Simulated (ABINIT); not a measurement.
**Quasiparticle gap of LiBr (Fm-3m) in ABINIT**

How does a plane-wave GW calculation on LiBr (Fm-3m) run from the first input to the gap?

Calculated with ABINIT 10.8.3; PBE and many-body steps on it, plane waves.

## Step 1: The structure

It takes space group Fm-3m (No. 225, cubic). Conventional cell: a = 5.501 Å, b = 5.501 Å, c = 5.501 Å, α = 90.00°, β = 90.00°, γ = 90.00°. Nearest to Li lie 6 Br at 2.75 Å. Nearest to Br lie 6 Li at 2.75 Å. Farther neighbours and most contacts between anions are not listed.

The cell and positions come from the Crystallography Open Database and are kept as given unless a step says otherwise.

## Step 2: Ground state

This step: ABINIT 10.8.3; DFT, PBE, plane waves, norm-conserving pseudopotentials.

The ground-state density comes first.

Input file run.abi:

```
acell 3*1.0 Angstrom
rprim 
  0.000000000000 2.750650000000 2.750650000000
  2.750650000000 0.000000000000 2.750650000000
  2.750650000000 2.750650000000 0.000000000000
ntypat 2
znucl 3 35
natom 2
typat 1 2
xred 
  0.000000000000 0.000000000000 0.000000000000
  0.500000000000 0.500000000000 0.500000000000
pp_dirpath "pseudos"
pseudos "Li.upf, Br.upf"
ecut 33
ngkpt 6 6 6
nshiftk 1
shiftk 0 0 0
kptopt 1
chksymbreak 0
nband 10
occopt 1
tolvrs 1e-10
nstep 60
prtwf 0
optforces 0
optstress 0
indata_prefix "in"
outdata_prefix "out"
tmpdata_prefix "tmp"
```

The run is started by

```
> OMP_NUM_THREADS=1 mpirun -n 4 abinit run.abi > log
```

Numbers of over 12 decimals in the logs are rounded to 6 here.

Log:

```text
.Version 10.8.3 of ABINIT. v10.8.2 released Aug 2026.

 Symmetries : space group Fm -3 m (#225); Bravais cF (face-center cubic)
================================================================================
 Values of the parameters that define the memory need of the present run
     intxc =       0    ionmov =       0      iscf =       7    lmnmax =       6
     lnmax =       6     mgfft =      40  mpssoang =       3    mqgrid =    3001
     natom =       2  nloc_mem =       1    nspden =       1   nspinor =       1
    nsppol =       1      nsym =      48    n1xccc =    2501    ntypat =       2
    occopt =       1   xclevel =       2
-    mband =          10        mffmem =           1         mkmem =           4
       mpw =        2569          nfft =       64000          nkpt =          16
================================================================================
  Rough estimation (10% accuracy) of disk space for files :
================================================================================

--------------------------------------------------------------------------------
------------- Echo of variables that govern the present computation ------------
--------------------------------------------------------------------------------
 -outvars: echo values of preprocessed input variables --------
            acell      1.8897261259E+00  1.8897261259E+00  1.8897261259E+00 Bohr

      chksymbreak           0
             ecut      3.30000000E+01 Hartree
-          fftalg         312

              ixc     -101130
              kpt      0.00000000E+00  0.00000000E+00  0.00000000E+00
                       1.66666667E-01  0.00000000E+00  0.00000000E+00
                       3.33333333E-01  0.00000000E+00  0.00000000E+00
                       5.00000000E-01  0.00000000E+00  0.00000000E+00
                       1.66666667E-01  1.66666667E-01  0.00000000E+00
                       3.33333333E-01  1.66666667E-01  0.00000000E+00
                       5.00000000E-01  1.66666667E-01  0.00000000E+00
                      -3.33333333E-01  1.66666667E-01  0.00000000E+00
                      -1.66666667E-01  1.66666667E-01  0.00000000E+00
   [... 5 further rows ...]
                      -3.33333333E-01  3.33333333E-01  1.66666667E-01
                      -3.33333333E-01  5.00000000E-01  1.66666667E-01
         kptrlatt        6    0    0      0    6    0      0    0    6
          kptrlen      4.41062819E+01
P           mkmem           4
            natom           2
            nband          10
            ngfft          40      40      40
             nkpt          16
            nstep          60
             nsym          48
           ntypat           2
              occ      2.000000  2.000000  2.000000  2.000000  2.000000  0.000000
                       0.000000  0.000000  0.000000  0.000000
        optforces           0
        optstress           0
            prtwf           0
            rprim      0.0000000000E+00  2.7506500000E+00  2.7506500000E+00
[...]
spgroup         225

           tolvrs      1.00000000E-10

             xred      0.0000000000E+00  0.0000000000E+00  0.0000000000E+00
[...]
znucl        3.00000   35.00000

================================================================================

 chkinp: Checking input parameters for consistency.

================================================================================
== DATASET  1 ==================================================================
-   mpi_nproc: 4, omp_nthreads: 1 (-1 if OMP is not activated)

--- !DatasetInfo
iteration_state: {dtset: 1, }
dimensions: {natom: 2, nkpt: 16, mband: 10, nsppol: 1, nspinor: 1, nspden: 1, mpw: 2569, }
cutoff_energies: {ecut:  33.0, pawecutdg:  -1.0, }
electrons: {nelect:   1.00000000E+01, charge:   0.00000000E+00, occopt:   1.00000000E+00, tsmear:   1.00000000E-02, }

 Real(R)+Recip(G) space primitive vectors, cartesian coordinates (Bohr,Bohr^-1):
 R(1)=  0.0000000  5.1979752  5.1979752  G(1)= -0.0961913  0.0961913  0.0961913
 R(2)=  5.1979752  0.0000000  5.1979752  G(2)=  0.0961913 -0.0961913  0.0961913
 R(3)=  5.1979752  5.1979752  0.0000000  G(3)=  0.0961913  0.0961913 -0.0961913
 Unit cell volume ucvol=  2.8088762E+02 bohr^3
 Angles (23,13,12)=  6.00000000E+01  6.00000000E+01  6.00000000E+01 degrees

 getcut: wavevector=  0.0000  0.0000  0.0000  ngfft=  40  40  40
         ecut(hartree)=     33.000   => boxcut(ratio)=   2.10421

--- Pseudopotential description ------------------------------------------------
- Li Generated using ONCVPSP code by D. R. Hamann
-  3.00000   3.00000  171031                  znucl, zion, pspdat
12 -101130 1 -1 1944                          pspcod,pspxc,lmax,lloc,mmax
     nproj     2     2     0
  pspatm : epsatm=    2.74360059
         --- l  ekb(1:nproj) -->
[...]
pspatm: atomic psp has been read  and splines computed

- Br Generated using ONCVPSP code by D. R. Hamann
- 35.00000   7.00000  171031                  znucl, zion, pspdat
12 -101130 2 -1 1098                          pspcod,pspxc,lmax,lloc,mmax
     nproj     2     2     2
  pspatm : epsatm=   11.64859065
         --- l  ekb(1:nproj) -->
[...]
2    2.589748    0.385882
 pspatm: atomic psp has been read  and splines computed

   1.43921912E+02                                ecore*ucvol(ha*bohr**3)
--------------------------------------------------------------------------------

_setup2: Arith. and geom. avg. npw (full set) are    2543.153    2543.120

================================================================================

--- !BeginCycle
iteration_state: {dtset: 1, }
solver: {iscf: 7, nstep: 60, nline: 4, wfoptalg: 0, }
tolerances: {tolvrs: 1.00E-10, }

     iter   Etot(hartree)      deltaE(h)  residm     vres2
 ETOT  1  -23.037612360590    -2.304E+01 9.291E-02 2.127E+01
 ETOT  2  -23.050973240722    -1.336E-02 3.682E-04 1.059E+00
 ETOT  3  -23.051052616838    -7.938E-05 1.216E-04 6.850E-02
 ETOT  4  -23.051054306194    -1.689E-06 2.654E-04 3.279E-03
 ETOT  5  -23.051054414895    -1.087E-07 7.648E-05 6.443E-05
 ETOT  6  -23.051054416885    -1.990E-09 1.623E-04 2.402E-06
 ETOT  7  -23.051054416992    -1.073E-10 3.777E-05 5.617E-08
 ETOT  8  -23.051054416995    -3.375E-12 7.633E-05 4.848E-10
 ETOT  9  -23.051054416996    -6.111E-13 1.586E-05 3.378E-12

 At SCF step    9       vres2   =  3.38E-12 < tolvrs=  1.00E-10 =>converged.

--- !ResultsGS
iteration_state: {dtset: 1, }
comment   : Summary of ground state results
lattice_vectors:
- [  0.0000000,   5.1979752,   5.1979752, ]
- [  5.1979752,   0.0000000,   5.1979752, ]
- [  5.1979752,   5.1979752,   0.0000000, ]
lattice_lengths: [   7.35105,    7.35105,    7.35105, ]
lattice_angles: [ 60.000,  60.000,  60.000, ] # degrees, (23, 13, 12)
lattice_volume:   2.8088762E+02
convergence: {deltae: -6.111E-13, res2:  3.378E-12, residm:  1.586E-05, diffor:  0.000E+00, }
etotal    :  -2.30510544E+01
entropy   :   0.00000000E+00
fermie    :   2.28292420E-02
cartesian_stress_tensor: null
pressure_GPa: null
xred      :
- [  0.0000E+00,   0.0000E+00,   0.0000E+00, Li]
- [  5.0000E-01,   5.0000E-01,   5.0000E-01, Br]
cartesian_forces: null
force_length_stats: {min: null, max: null, mean: null, }

 Integrated electronic density in atomic spheres:
 ------------------------------------------------
 Atom  Sphere_radius  Integrated_density
    1        2.00000          2.15241485
    2        2.00000          4.27285199
================================================================================

 ----iterations are completed or convergence reached----

 Mean square residual over all n,k,spin=   99.117E-09; max=  15.856E-06
 reduced coordinates (array xred) for    2 atoms
       0.000000000000      0.000000000000      0.000000000000
       0.500000000000      0.500000000000      0.500000000000
 rms dE/dt=  0.0000E+00; max dE/dt=  0.0000E+00; dE/dt below (all hartree)
    1       0.000000000000      0.000000000000      0.000000000000
    2       0.000000000000      0.000000000000      0.000000000000

 cartesian coordinates (angstrom) at end:
    1      0.000000     0.000000     0.000000
    2      2.750650     2.750650     2.750650
 length scales=  1.889726125908  1.889726125908  1.889726125908 bohr
              =  1.000000000000  1.000000000000  1.000000000000 angstroms
 prteigrs : about to open file out_EIG
 Fermi (or HOMO) energy (hartree) =   0.02283   Average Vxc (hartree)=  -0.31325
 Eigenvalues (hartree) for nkpt=  16  k points:
 kpt#   1, nband= 10, wtk=  0.00463, kpt=  0.0000  0.0000  0.0000 (reduced coord)
  -1.60726   -0.47083    0.02283    0.02283    0.02283    0.20430    0.40939    0.40939
   0.40939    0.47298
 prteigrs : prtvol=0 or 1, do not print more k-points.

--- !EnergyTerms
iteration_state     : {dtset: 1, }
comment             : Components of total free energy in Hartree
kinetic             :  9.58995493609746E+00
hartree             :  3.26739585855343E+00
xc                  : -6.89976356192876E+00
Ewald energy        : -1.49909710692420E+01
psp_core            :  5.12382542197280E-01
local_psp           : -1.20892831666368E+01
non_local_psp       : -2.44076995603635E+00
total_energy        : -2.30510544169958E+01
total_energy_eV     : -6.27251145118000E+02
band_energy         : -4.27329971448370E+00

== END DATASET(S) ==============================================================
================================================================================

 -outvars: echo values of variables after computation  --------
           etotal     -2.3051054417E+01
            nband          10
             nkpt          16
          spgroup         225
 [... the other variables as echoed above ...]

 Calculation completed.
```

Elapsed: 5.3 s, on 4 MPI ranks of Arm Neoverse V1, shared host; peak memory 0.3 GiB; 20 s of CPU time.

Numbers from this step:

- total energy: -627.2511 eV
- gap: 4.938 eV
- k of the valence top: 0, 0, 0
- k of the conduction bottom: 0, 0, 0
- least direct gap: 4.938 eV

The gap is direct, at Γ.

(Part 1 of 3 ends here.)

[Paths, hosts, dates, memory and timing lines, banners, echoed tables and standing remarks are left out of the program output.]

[Logs are printed without paths, hosts, clocks, repeated set-up lines and the standing remarks that a program may print on its own settings, such as how far it seeks lower states.]

[Runs of the session that timed out or met a known fault of the program may be left out.]

[Hosts, paths, dates, database ids (printed as entryN), source tags and the programs' standing remarks are cut or masked in the printed files.]

[G0W0 gaps are taken among the corrected bands and points alone; a level outside them can change the order at an edge.]

[Where Ansatz stands beside ABINIT at settings called matched, ABINIT's density can come from a denser mesh and the files from another edition; pairs whose starting gaps differed by over 0.03 eV were left out, so agreement reads better than it is.]
